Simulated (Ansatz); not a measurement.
Two Ansatz runs on BeS

The cell is COD entry 9008836, as deposited and not checked against the literature; nothing was relaxed. It is an old determination, and later ones may differ.

First run: DFT, LDA, PAW with Ansatz's default frozen-core files, scalar-relativistic (Ansatz 0.2.0).

Command: `ansatz run input.yaml --threads 1 --pin off --max-ram 2048MiB --backend cpu --events-out ev --progress --plain --runs-dir out` The run took 2 s on 1 thread of Intel(R) Xeon(R) 6975P-C (Granite Rapids), on a shared host, peak memory 0.35 GiB.

```yaml
crystal:
  lattice:
    - [0.0, 2.425, 2.425]
    - [2.425, 0.0, 2.425]
    - [2.425, 2.425, 0.0]
  atoms:
    - { symbol: Be, position: [0.0, 0.0, 0.0] }
    - { symbol: S, position: [0.75, 0.75, 0.75] }
kpoints:
  mp_grid: { grid: [9, 9, 9] }
  band_path:
    path:
      - [0.0, 0.0, 0.0]
      - [-0.5, -0.5, 0.0]
      - [-0.375, -0.375, 0.25]
      - [-0.375, 0.0, 0.375]
      - [0.0, 0.0, 0.0]
      - [0.0, 0.0, 0.5]
      - [-0.5, -0.25, 0.25]
      - [-0.5, -0.5, 0.0]
    npoints: 5
scf:
  occupations: { method: fermi_dirac, width: 0.02 }
hamiltonian:
  xc: lda
  pseudopotentials: { kind: paw }
output:
  forces: true
  stress: true
  eigenvalues: true
  efg: { contact_densities: true }
```

Result: converged; pressure -3.20 GPa; gap on the k mesh 2.99 eV (the mesh can miss the band edges); 6 SCF iterations.

The input is then changed:

```diff
@@ -7,6 +7,7 @@
     - { symbol: Be, position: [0.0, 0.0, 0.0] }
     - { symbol: S, position: [0.75, 0.75, 0.75] }
+  symmetry: { detect: false }
 kpoints:
-  mp_grid: { grid: [9, 9, 9] }
+  mp_grid: { grid: [9, 9, 9], shift: [0.5, 0.5, 0.5] }
   band_path:
     path:
```

Predict the outcome of the changed run.

It converged; pressure -3.20 GPa; gap on the k mesh 3.10 eV (the mesh can miss the band edges); 6 SCF iterations.
